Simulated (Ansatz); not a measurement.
The system is KF (Carobbiite).

```
CELL_PARAMETERS angstrom
0.00000 2.67185 2.67185
2.67185 0.00000 2.67185
2.67185 2.67185 0.00000
ATOMIC_POSITIONS crystal
K 0.00000 0.00000 0.00000
F 0.50000 0.50000 0.50000
```

Program: Ansatz 0.2.0. Alike in all runs: task single point; cell as given. Hardware: 2 threads of Arm Neoverse V2, with other jobs on the host.

Task: Order these runs on this cell by their wall time, lowest first.
A. level HSE03; potentials or basis JTH PAW LDA; spin collinear, ferromagnetic start; k mesh 5 × 5 × 5; cutoff (eV) 1500; smearing methfessel-paxton 0.025 eV; driver chain
B. level r2SCAN+rVV10; potentials or basis Ansatz PAW earlier set; spin collinear, ferromagnetic start; k mesh 9 × 9 × 9; cutoff (eV) 1050; smearing fermi-dirac 0.15 eV; driver chain
C. level LDA; potentials or basis JTH PAW LDA; spin off; k mesh 9 × 9 × 9; cutoff (eV) 1500; smearing tetrahedron

Result: C (2.8 s), B (20 s), A (98 s).

Caveats: the starting moments weren't kept (some runs); with tetrahedron occupations forces and stress needn't match the slope of the energy (some runs).
